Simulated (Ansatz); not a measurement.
Here is an Ansatz 0.2.0 calculation.

input.yaml

```yaml
crystal:
  lattice:
    - [3.238376246, 0.0, 0.0]
    - [0.0, 3.22164332, 0.0]
    - [-0.0804548793, 0.0, 6.4438887882]
  atoms:
    - { symbol: Bi, position: [0.54424725, 0.0, 0.74957789] }
    - { symbol: Bi, position: [0.45575275, 0.0, 0.25042211] }
kpoints:
  mp_grid: { grid: [8, 8, 4] }
scf:
  occupations: { method: fermi_dirac, width: 0.05 }
hamiltonian:
  xc: pbesol
  pseudopotentials: { kind: all_electron, lapw: { basis_error: 0.001 } }
output:
  forces: true
  stress: true
  eigenvalues: true
  populations: true
```

Potentials or basis: all-electron LAPW, scalar-relativistic.

The run is started by

```console
$ ansatz run input.yaml --threads 1 --pin off --max-ram 3072MiB --backend cpu --events-out ev --progress --plain --runs-dir out
```

**Question.** What does it give for the band gap on the k mesh?

**Answer.** None (metal or under the smearing width).

**Question.** Predict the pressure.

**Answer.** -0.4 GPa.

**Question.** Predict the largest force.

**Answer.** 0.013 eV/Å.

Stress tensor (GPa, compression positive):
```
-0.60  0.00 -0.11
 0.00  0.15  0.00
-0.11  0.00 -0.84
```

Caveat: spin-orbit coupling is left out, which moves the levels of the heavy elements.
